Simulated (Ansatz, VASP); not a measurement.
Given: the input of a run of VASP 6.6.1 on PbO2.

INCAR

```
SYSTEM = PbO2
PREC = Accurate
ENCUT = 520
EDIFF = 1E-6
ISMEAR = -1
SIGMA = 0.05
LREAL = .False.
LASPH = .True.
NELM = 80
ALGO = Normal
ISIF = 2
LWAVE = .False.
LCHARG = .False.
GGA = CA
NBANDS = 20
```

Contents of KPOINTS:

```
Automatic mesh
0
Gamma
  9 9 9
  0 0 0
```

POSCAR

```
PbO2
1.0
    0.0000000000      2.6838572791      2.6838572791
    2.6838572791      0.0000000000      2.6838572791
    2.6838572791      2.6838572791      0.0000000000
Pb O
1 2
Direct
    0.0000000000      0.0000000000      0.0000000000
    0.7500000000      0.7500000000      0.7500000000
    0.2500000000      0.2500000000      0.2500000000
```

Potentials or basis: VASP PAW LDA potentials, release 64 (Pb_d, O).

Run with:

```console
$ cat potpaw_LDA.64/Pb_d/POTCAR potpaw_LDA.64/O/POTCAR > POTCAR
$ mpirun -np 1 vasp_std > vasp.out
```

**Question.** Translate it to Ansatz 0.2.0. Potentials there: Ansatz PAW.

**Answer.** As run (the cutoff follows the program's own potentials):

File input.yaml:

```yaml
crystal:
  lattice:
    - [0.0, 2.6838572791, 2.6838572791]
    - [2.6838572791, 0.0, 2.6838572791]
    - [2.6838572791, 2.6838572791, 0.0]
  atoms:
    - { symbol: Pb, position: [0.0, 0.0, 0.0] }
    - { symbol: O, position: [0.75, 0.75, 0.75] }
    - { symbol: O, position: [0.25, 0.25, 0.25] }
hamiltonian:
  xc: lda
  pseudopotentials: { kind: paw }
kpoints:
  mp_grid: { grid: [9, 9, 9] }
scf:
  occupations: { method: fermi_dirac, width: 0.05 }
output:
  forces: true
  stress: true
  eigenvalues: true
```

Potentials or basis: Ansatz PAW.

Command:

```console
$ ansatz run input.yaml --threads 2 --pin off --max-ram 5632MiB --backend cpu --events-out ev --progress --plain --runs-dir out
```

Both were run:

|  | VASP | Ansatz | Ansatz less VASP |
| --- | --- | --- | --- |
| gap on the k mesh at the Fermi level (eV) | none | none | - |
| pressure (GPa) | -7.2 | -7.5 | -0.29 |

A gap of «none» marks a metal or a gap that the smearing closes.

Caveats: the pressure holds a Pulay correction of +0.9 GPa for the finite cutoff (Ansatz); the PAW data sets come from PBE, with cores solved anew for the run's functional, which leaves a small shift of forces and pressure (Ansatz). The runs have no spin-orbit coupling, so splittings on Pb are missing.
